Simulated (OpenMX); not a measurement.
**SnO in OpenMX: convergence with criterion**

The system is SnO.

```
Sn O
1.0
     3.81370    0.00000    0.00000
     0.00000    3.81370    0.00000
     0.00000    0.00000    4.88691
Sn O
2 2
Direct
  0.50220 0.00720 0.75997
  0.00064 0.49706 0.23634
  0.00226 0.00047 0.00232
  0.49515 0.49335 0.99556
```

The cell is a database's computed one.

The cell isn't the ideal one: atoms moved at random, drawn with an rms of 0.02 Å.

- Program: OpenMX 3.8.5
- Task: convergence study
- Functional: LDA
- Potentials or basis: OpenMX 2013 LDA set, Sn7.0-s3p2d1, O6.0-s2p2, grid cutoff 500 Ry
- k mesh: 5 × 5 × 5
- Occupations: fermi-dirac, width 0.05 eV
- Spin: no spin polarisation

These are the settings of the first run; the series varies criterion, with any setting tied to it.

Hardware: 1 thread of Intel(R) Xeon(R) 6975P-C (Granite Rapids), on a shared host.

```tsv
criterion	energy less the tightest run, at zero smearing (meV/atom)	SCF cycles	CPU time (s)	peak memory (GiB)
1.0e-3	0.04	12	65	0.99
1.0e-4	-0.01	13	66	0.99
1.0e-5	-0.01	14	67	0.98
1.0e-6	-0.01	14	67	0.99
1.0e-7	0.00	18	73	0.99
1.0e-8	0.00	20	77	0.99
1.0e-9	0.00	21	78	0.98
1.0e-10	0.00	22	81	0.99
```

Against the tightest run, the energy stays within 1 meV/atom from 1.0e-3 on. The tightest run that finished is the yardstick and may itself not be fully converged.
